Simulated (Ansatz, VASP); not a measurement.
**Two plane-wave programs on InP**

```
In P
1.0
     0.00000    2.91402    2.91402
     2.91402    0.00000    2.91402
     2.91402    2.91402    0.00000
In P
1 1
Direct
  0.00000 0.00000 0.00000
  0.75000 0.75000 0.75000
```

Alike in both runs: functional LDA; k mesh 10 × 10 × 10; occupations gaussian, width 0.02 eV; no spin polarisation.

Ansatz relaxed the structure, and its values are those at the end. VASP's run is a single point on that final structure, the one shown.

```csv
,VASP,Ansatz
version,VASP 6.6.1,Ansatz 0.2.0
potentials or method,"VASP PAW LDA potentials, release 64 (In_d, P)","scalar-relativistic, plane waves, PAW"
plane-wave cutoff (eV),520,420
valence electrons in the cell,18,18
```

|  | VASP | Ansatz | Ansatz less VASP |
| --- | --- | --- | --- |
| gap on the k mesh at the Fermi level (eV) | 0.60 | 0.57 | -0.029 |
| least direct gap on the mesh (eV) | 0.60 | 0.57 | -0.029 |
| pressure (GPa) | 0.0 | 0.0 | -0.02 |

Caveats: spin-orbit coupling is left out, which moves the levels of the heavy elements. As with any semilocal functional, this LDA gap is likely too small.
